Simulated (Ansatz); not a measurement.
# BaTe: the cell at several levels of theory

Cell and atoms of BaTe built on the database structure prototype are relaxed in turn with PBE, r2SCAN, PBEsol, LDA and HSE06.

Code: Ansatz 0.2.0. PAW datasets, plane waves, zero pressure. Spin-unpolarised throughout; all numbers are computed.

## Step 1: The cell

Space group Fm-3m (No. 225), cubic; a = 7.090 Å in the conventional setting, 44.55 Å³ an atom. Around Ba lie 6 Te at 3.54 Å; around Te lie 6 Ba at 3.54 Å.

The structure in full:

```
CELL_PARAMETERS angstrom
0.00000 3.54492 3.54492
3.54492 0.00000 3.54492
3.54492 3.54492 0.00000
ATOMIC_POSITIONS crystal
Ba 0.00000 0.00000 0.00000
Te 0.50000 0.50000 0.50000
```

## Step 2: Relaxation with PBE

input.yaml

```yaml
crystal:
  lattice:
    - [0.0, 3.54491977, 3.54491977]
    - [3.54491977, 0.0, 3.54491977]
    - [3.54491977, 3.54491977, 0.0]
  atoms:
    - { symbol: Ba, position: [0.0, 0.0, 0.0] }
    - { symbol: Te, position: [0.5, 0.5, 0.5] }
kpoints:
  mp_grid: { grid: [6, 6, 6] }
hamiltonian:
  xc: pbe
scf:
  occupations: { method: fermi_dirac, width: 0.02 }
relax:
  f_tol: 0.005
  cell: {}
```

On the command line:

```console
ansatz run input.yaml --threads 2 --pin off --max-ram 29491MiB --backend cpu --events-out ev --progress --plain --runs-dir out
```

The runs that follow: Relaxation with r2SCAN; PBEsol: cell and atoms; LDA: cell and atoms; HSE06: cell and atoms.

What does the calculation give? Wanted: for each run, a; volume; space group; SCF geometries.

**Answer**, as computed:

```
 level  a (Å)  volume (Å³/atom)  space group  SCF geometries
   PBE  7.067            44.114        Fm-3m               3
r2SCAN  7.067            44.114        Fm-3m               2
PBEsol  6.941            41.803        Fm-3m               4
   LDA  6.866            40.455        Fm-3m               4
 HSE06  7.048            43.756        Fm-3m               3
```

The first relaxation changed the volume by -1.0 % from the start. The volume spreads over 9.0 % between the levels. LDA's volume lies 8.3 % below PBE's. The meshes differ: PBE 6×6×6, r2SCAN 6×6×6, PBEsol 6×6×6, LDA 6×6×6, HSE06 4×4×4.
